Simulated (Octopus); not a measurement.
**Sr in Octopus: the effect of functional**

Crystal: Sr.

```
CELL_PARAMETERS angstrom
0.00000 3.04235 3.04235
3.04235 0.00000 3.04235
3.04235 3.04235 0.00000
ATOMIC_POSITIONS crystal
Sr 0.00000 0.00000 0.00000
```

Alike in all runs:

| Quantity | Value |
| --- | --- |
| Program | Octopus 16.4 |
| Task | single point |
| Potentials or basis | sg15 (PBE) |
| Grid spacing | 0.165 Å |
| k mesh | 5 × 5 × 5 |
| Occupations | fermi-dirac, width 0.05 eV |
| Spin | no spin polarisation |

```tsv
functional	gap on the mesh (eV)
PBE	0.36
LDA	0.41
r2SCAN	0.29
SCAN	0.28
TPSS	0.32
TASK	0.35
TB-mBJ	?
HSE06	0.34
```

**Question.** What does the run with functional TB-mBJ give?

**Answer.** gap on the mesh 0.54 eV.

Caveats: an odd mesh through Γ misses points on the zone boundary, where band edges often lie; a model potential gives levels but no total energy or forces (some runs); this version prints wrong total energies and forces for exact exchange in crystals, so they aren't listed (some runs).
